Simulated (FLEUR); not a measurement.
# ZnO (zincite) (P6_3mc) in FLEUR: further runs, part 2 of 2

FLEUR MaX-R8.1 (later development tree).

## (3) Equation of state, SCAN, 11.19 Å³/atom (volume scaled by 0.94)

Changes to inp.xml since step 2:

```diff
@@ -6,3 +6,3 @@
    <calculationSetup>
-      <cutoffs Kmax="5.0" Gmax="15.5" GmaxXC="15.5" numbands="0"/>
+      <cutoffs Kmax="5.16" Gmax="16.0" GmaxXC="16.0" numbands="0"/>
       <scfLoop itmax="60" minDistance="0.00001" maxIterBroyd="15" imix="Anderson" alpha="0.05" precondParam="0.0" spinf="2.0" sdNocoIR="T"/>
@@ -27,3 +27,3 @@
       <xi:include xmlns:xi="http://www.w3.org/2001/XInclude" href="sym.xml"> </xi:include>
-      <bulkLattice scale="1.0">
+      <bulkLattice scale="0.9795861087">
          <bravaisMatrix>
@@ -37,3 +37,3 @@
       <species name="Zinc (Zn)" element="Zn" atomicNumber="30">
-         <mtSphere radius="1.96" gridPoints="649" logIncrement="0.019"/>
+         <mtSphere radius="1.9" gridPoints="649" logIncrement="0.019"/>
          <atomicCutoffs lmax="8" lnonsphr="6"/>
@@ -52,3 +52,3 @@
       <species name="Oxygen (O)" element="O" atomicNumber="8">
-         <mtSphere radius="1.5" gridPoints="497" logIncrement="0.021"/>
+         <mtSphere radius="1.45" gridPoints="497" logIncrement="0.021"/>
          <atomicCutoffs lmax="8" lnonsphr="6"/>
```

Potentials or basis: all-electron, FLAPW.

The run is started by

```bash
> inpgen -f crystal.txt -profile fastHighL
> # inp.xml edited to the form shown
> fleur_MPI
```

It took 5.8 min on 1 thread of Arm Neoverse V2, shared host; peak memory 0.11 GiB.

It converged, with:

- Free energy: -101868.4978 eV
- Band gap on the k mesh: 1.29 eV, direct
- Valence electrons inside the program's atomic spheres: Zn 17.97; O 4.72 (radii Zn 1.9, O 1.45 bohr)

Caveat: the meta-GGA is that of a development version, with a GGA for the radial functions and cores and without core tails.

## (4) Equation of state, SCAN, 11.42 Å³/atom (volume scaled by 0.96)

Changes to inp.xml since step 3:

```diff
@@ -27,3 +27,3 @@
       <xi:include xmlns:xi="http://www.w3.org/2001/XInclude" href="sym.xml"> </xi:include>
-      <bulkLattice scale="0.9795861087">
+      <bulkLattice scale="0.9864848297">
          <bravaisMatrix>
```

The run is started by

```bash
> inpgen -f crystal.txt -profile fastHighL
> # inp.xml edited to the form shown
> fleur_MPI
```

Run time: 5.5 min. Hardware: 1 thread of Arm Neoverse V2, shared host; peak memory 0.11 GiB.

The run converged. Its results:

```yaml
Free_energy: -101868.5352 eV
Band_gap_on_the_k_mesh: 1.26 eV, direct
Valence_electrons_inside_the_program's_atomic_spheres: Zn 17.96; O 4.71 (radii Zn 1.9, O 1.45 bohr)
```

Caveat: the meta-GGA is that of a development version, with a GGA for the radial functions and cores and without core tails.

## (5) Equation of state, SCAN, 11.90 Å³/atom

Changes to inp.xml since step 4:

```diff
@@ -27,3 +27,3 @@
       <xi:include xmlns:xi="http://www.w3.org/2001/XInclude" href="sym.xml"> </xi:include>
-      <bulkLattice scale="0.9864848297">
+      <bulkLattice scale="1.0000000000">
          <bravaisMatrix>
```

The run is started by

```bash
> inpgen -f crystal.txt -profile fastHighL
> # inp.xml edited to the form shown
> fleur_MPI
```

Run time: 6.3 min. Hardware: 1 thread of Arm Neoverse V2, shared host; peak memory 0.11 GiB.

The run converged. Its results:

| Item | Value |
| --- | --- |
| Free energy | -101868.5464 eV |
| Band gap on the k mesh | 1.20 eV, direct |
| Valence electrons inside the program's atomic spheres | Zn 17.93; O 4.69 (radii Zn 1.9, O 1.45 bohr) |

Caveat: the meta-GGA is that of a development version, with a GGA for the radial functions and cores and without core tails.

## (6) Equation of state, SCAN, 12.38 Å³/atom (volume scaled by 1.04)

Changes to inp.xml since step 5:

```diff
@@ -27,3 +27,3 @@
       <xi:include xmlns:xi="http://www.w3.org/2001/XInclude" href="sym.xml"> </xi:include>
-      <bulkLattice scale="1.0000000000">
+      <bulkLattice scale="1.0131594038">
          <bravaisMatrix>
```

Potentials or basis: all-electron, FLAPW.

The run is started by

```bash
> inpgen -f crystal.txt -profile fastHighL
> # inp.xml edited to the form shown
> fleur_MPI
```

It took 7.3 min on 1 thread of Arm Neoverse V2, shared host; peak memory 0.12 GiB.

It converged, with:

| Quantity | Value |
| --- | --- |
| Free energy | -101868.4920 eV |
| Band gap on the k mesh | 1.14 eV, direct |
| Valence electrons inside the program's atomic spheres | Zn 17.91; O 4.67 (radii Zn 1.9, O 1.45 bohr) |

Caveat: the meta-GGA is that of a development version, with a GGA for the radial functions and cores and without core tails.

## (7) Equation of state, SCAN, 12.61 Å³/atom (volume scaled by 1.06)

Changes to inp.xml since step 6:

```diff
@@ -27,3 +27,3 @@
       <xi:include xmlns:xi="http://www.w3.org/2001/XInclude" href="sym.xml"> </xi:include>
-      <bulkLattice scale="1.0131594038">
+      <bulkLattice scale="1.0196128224">
          <bravaisMatrix>
```

The run is started by

```bash
> inpgen -f crystal.txt -profile fastHighL
> # inp.xml edited to the form shown
> fleur_MPI
```

Wall time 7.2 min (1 thread of Arm Neoverse V2, shared host); peak memory 0.12 GiB.

Results (log left out):

| Property | Result |
| --- | --- |
| Free energy | -101868.4434 eV |
| Band gap on the k mesh | 1.11 eV, direct |
| Valence electrons inside the program's atomic spheres | Zn 17.90; O 4.66 (radii Zn 1.9, O 1.45 bohr) |

Caveat: the meta-GGA is that of a development version, with a GGA for the radial functions and cores and without core tails.

## (8) Equation of state, SCAN

Potentials or basis: all-electron, FLAPW.

No new run: the results of the series are fitted here.

What came out:

```
Equilibrium volume                        : 11.73 Å³/atom
Bulk modulus at fixed shape and positions : 151 GPa
```

Energy against volume, from the lowest point:
| volume (Å³/atom) | energy (meV/atom) |
| --- | --- |
| 11.186 | 12.15 |
| 11.424 | 2.82 |
| 11.900 | 0.00 |
| 12.376 | 13.61 |
| 12.614 | 25.76 |

Caveat: the meta-GGA is that of a development version, with a GGA for the radial functions and cores and without core tails; the cell was scaled at fixed shape and fractional positions, which overstates the stiffness of a crystal with free parameters, most of all of layers and chains.

## (9) How close it comes

Step 2. A measured gap of ZnO is 3.37 eV (quoted in “Electronic structure of alkaline earth and post-transition metal oxides”, 2009, arxiv:0908.1581); the calculated 1.21 eV misses it by -2.16 eV. So large a miss can be the level of theory's own, or it may mean another phase, state or a wrong row. The value is that of SCAN, without temperature or zero-point motion.
